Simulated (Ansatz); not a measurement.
# ZnS: the cost of one run

Method: DFT PBE, scalar-relativistic, plane waves, PAW, in Ansatz 0.2.0.

## (1) The starting structure

Symmetry: F-43m, No. 216, cubic system. The conventional cell has a = 5.409 Å, b = 5.409 Å, c = 5.409 Å, α = 90.00°, β = 90.00°, γ = 90.00°. Zn (site symmetry -43m) is surrounded by 4 S at 2.34 Å. S (site symmetry -43m) has 4 Zn at 2.34 Å in its first shell of neighbours.

Structure file:

```xyz
8
Lattice="5.4093 0.0000 0.0000 0.0000 -5.4093 0.0000 0.0000 0.0000 -5.4093" Properties=species:S:1:pos:R:3 pbc="T T T"
Zn    0.0000   -2.7046   -2.7046
Zn    2.7046    0.0000   -2.7046
Zn    2.7046   -2.7046    0.0000
Zn    0.0000    0.0000    0.0000
S     4.0570   -4.0570   -4.0570
S     1.3523   -1.3523   -4.0570
S     1.3523   -4.0570   -1.3523
S     4.0570   -1.3523   -1.3523
```

No relaxation comes first: the listed cell is the starting point.

## (2) Zero of energy

The cell is repeated 4 times, 8 atoms in all. Reference values: F = -16890.9250 eV; pressure 1.37 GPa; largest force 0.000 eV/Å; gap on the mesh 2.10 eV. It was computed beforehand with the settings of the runs below.

## (3) Setting up moving one atom along a line

Atom 5 (S) is moved by x along the Cartesian unit vector (0.000, 1.000, 0.000); the cell and all other atoms stay fixed. Forces below are components along that vector, summed over the moved atoms. In a periodic cell its images move with it.

## (4) At x = -0.200 Å

Input file input.yaml:

```yaml
crystal:
  lattice:
    - [5.4093, 0.0, 0.0]
    - [0.0, -5.4093, 0.0]
    - [0.0, 0.0, -5.4093]
  atoms:
    - { symbol: Zn, position: [0.0, 0.5, 0.5] }
    - { symbol: Zn, position: [0.5, 0.0, 0.5] }
    - { symbol: Zn, position: [0.5, 0.5, 0.0] }
    - { symbol: Zn, position: [0.0, 0.0, 0.0] }
    - { symbol: S, position: [0.75, 0.7869733607, 0.75] }
    - { symbol: S, position: [0.25, 0.25, 0.75] }
    - { symbol: S, position: [0.25, 0.75, 0.25] }
    - { symbol: S, position: [0.75, 0.25, 0.25] }
basis:
  ecutwfc: 420
kpoints:
  mp_grid: { grid: [6, 6, 6] }
hamiltonian:
  xc: pbe
scf:
  occupations: { method: gaussian, width: 0.05 }
output:
  forces: true
  stress: true
  eigenvalues: true
```

The run is started by

```bash
ansatz run input.yaml --threads 2 --pin off --max-ram 5120MiB --backend cpu --events-out ev --progress --plain --runs-dir out
```

What time and memory should one allow on 2 threads of Arm Neoverse V2, shared host?

About 22 s, with a peak of 0.53 GiB.
